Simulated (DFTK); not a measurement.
A run of DFTK 0.8.2 is set up as follows.

Contents of run.jl:

```julia
using DFTK
using PseudoPotentialData
using Unitful, UnitfulAtomic
using LinearAlgebra, Printf
include("save.jl")
disable_threading()

# lattice vectors are the columns
lattice = austrip(1u"Å") * [           0.0       2.211323       2.211323;
                 2.211323            0.0       2.211323;
                 2.211323       2.211323            0.0]
symbols   = [:Ta, :N]
positions = [[0.5, 0.5, 0.5],
             [0.0, 0.0, 0.0]]
pseudopotentials = PseudoFamily("dojo.nc.sr.pbesol.v0_4_1.standard.upf")
elements = Dict(s => ElementPsp(s, pseudopotentials) for s in unique(symbols))
atoms    = [elements[s] for s in symbols]

build_model(lattice, positions; symmetries=true) =
    model_DFT(lattice, atoms, positions;
              functionals=PBEsol(),
              temperature=austrip(0.05u"eV"),
              smearing=Smearing.FermiDirac(),
              symmetries)
Ecut  = 42.0  # hartree
kgrid = [10, 10, 10]
tol   = 1e-6
to_GPa = ustrip(uconvert(u"GPa", 1u"hartree/bohr^3"))

results["points"] = []
for scale in [0.94, 0.96, 0.98, 1.0, 1.02, 1.04, 1.06]
    println("\n=== scale = ", scale)
    model = build_model(cbrt(scale) * lattice, positions)
    basis = PlaneWaveBasis(model; Ecut, kgrid)
    t0 = time()
    scfres = self_consistent_field(basis;
                                   tol,
                                   nbandsalg=AdaptiveBands(model; n_bands_converge=14))
    seconds = time() - t0
    @printf "SCF: %d iterations, %.1f s\n" scfres.n_iter seconds
    forces = compute_forces_cart(scfres)
    stress = compute_stresses_cart(scfres)
    @printf "V = %.5f Å^3  F = %.8f Ha  max force = %.5f eV/Å  p = %.4f GPa\n" ustrip(auconvert(u"Å^3", model.unit_cell_volume)) scfres.energies.total ustrip(auconvert(u"eV/Å", maximum(norm, forces))) (-tr(stress) / 3 * to_GPa)
    push!(results["points"], save_scf!(scfres; forces, stress, d=Dict{String,Any}("seconds" => seconds, "n_matvec" => get(scfres, :n_matvec, 0))))
end

# third-order Birch-Murnaghan fit in x = V^(-2/3)
V = [0.94, 0.96, 0.98, 1.0, 1.02, 1.04, 1.06] * abs(det(lattice))
E = [p["total"] for p in results["points"]]
x = V .^ (-2 / 3)
c = [x .^ 0 x x .^ 2 x .^ 3] \ E
Δ = c[3]^2 - 3c[2] * c[4]
if Δ > 0
    x0 = (-c[3] + sqrt(Δ)) / 3c[4]
    B0 = 4 / 9 * x0^(7 / 2) * (2c[3] + 6c[4] * x0)
    @printf "V0 = %.4f Å^3  B0 = %.2f GPa\n" ustrip(auconvert(u"Å^3", x0^(-3 / 2))) B0 * to_GPa
end
```

Potentials or basis: dojo.nc.sr.pbesol.v0_4_1.standard.upf (PBEsol).

Launch:

```sh
$ julia --threads=1 run.jl  # save.jl only writes the numbers to a file and isn't shown; printed stress counts tension as positive; times include loading and compiling
```

Q: What does it give for the equilibrium volume?

A: 10.46 Å³/atom.

Q: Predict the bulk modulus.

A: 355 GPa.

Q: What does it give for the pressure derivative of the bulk modulus?

A: 4.4.

Energy against volume, from the lowest point:
```tsv
volume (Å³/atom)	energy (meV/atom)
10.164	8.83
10.381	0.00
10.597	1.49
10.813	12.20
11.030	31.17
11.246	57.51
11.462	90.44
```

Spin-orbit coupling is left out, which matters for the levels of Ta.
